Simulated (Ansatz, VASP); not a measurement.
Two plane-wave programs on BAs

The input INCAR:

```
  PREC = Accurate
  ENCUT = 520
  EDIFF = 1E-7
  ISMEAR = 0
  SIGMA = 0.02
  LREAL = F
  LASPH = T
  NELM = 60
  ALGO = Normal
  ISIF = 2
  LWAVE = F
  LCHARG = F
  GGA = CA
  NBANDS = 11
```

The input KPOINTS:

```
Automatic mesh
0
Gamma
  10 10 10
```

File POSCAR:

```
BAs
1.0
    0.0000000000      2.4044111665      2.4044111665
    2.4044111665      0.0000000000      2.4044111665
    2.4044111665      2.4044111665      0.0000000000
B As
1 1
Direct
    0.0000000000      0.0000000000      0.0000000000
    0.2500000000      0.2500000000      0.2500000000
```

Input for Ansatz:

```yaml
crystal:
  lattice:
    - [0.0, 2.404411167, 2.404411167]
    - [2.404411167, 0.0, 2.404411167]
    - [2.404411167, 2.404411167, 0.0]
  atoms:
    - { symbol: B, position: [0.0, 0.0, 0.0] }
    - { symbol: As, position: [0.25, 0.25, 0.25] }
basis:
  ecutwfc: 420
kpoints:
  mp_grid: { grid: [10, 10, 10] }
  band_path:
    path:
      - [[0.0, 0.0, 0.0], [-0.5, -0.5, 0.0], [-0.375, -0.375, 0.25]]
      - [[-0.375, 0.0, 0.375], [0.0, 0.0, 0.0], [0.0, 0.0, 0.5], [-0.5, -0.25, 0.25], [-0.5, -0.5, 0.0]]
    npoints: 14
hamiltonian:
  xc: lda
scf:
  occupations: { method: gaussian, width: 0.02 }
  n_extra_bands: 6
output:
  forces: true
  stress: true
  eigenvalues: true
  populations: true
  dos: { projected: true, de: 0.02, nscf_kmesh: { grid: [15, 15, 15] } }
  bader: true
  write_density: true
  write_potential: true
  elf: true
  volumetric_format: npy
```

Alike in both runs: task single point; functional LDA; k mesh 10 × 10 × 10; occupations gaussian, width 0.02 eV; no spin polarisation.

```csv
,VASP,Ansatz
version,VASP 6.6.1,Ansatz 0.2.0
potentials or method,"VASP PAW LDA potentials, release 64 (B, As)","scalar-relativistic, plane waves, PAW"
plane-wave cutoff (eV),520,420
valence electrons in the cell,8,18
```

|  | VASP | Ansatz | Ansatz less VASP |
| --- | --- | --- | --- |
| gap on the k mesh at the Fermi level (eV) | 1.14 | 1.15 | +0.007 |
| least direct gap on the mesh (eV) | 3.22 | 3.23 | +0.004 |
| pressure (GPa) | -5.7 | -6.4 | -0.77 |

The two sets of potentials don't hold the same shells in valence.

A k mesh can miss the band edges.
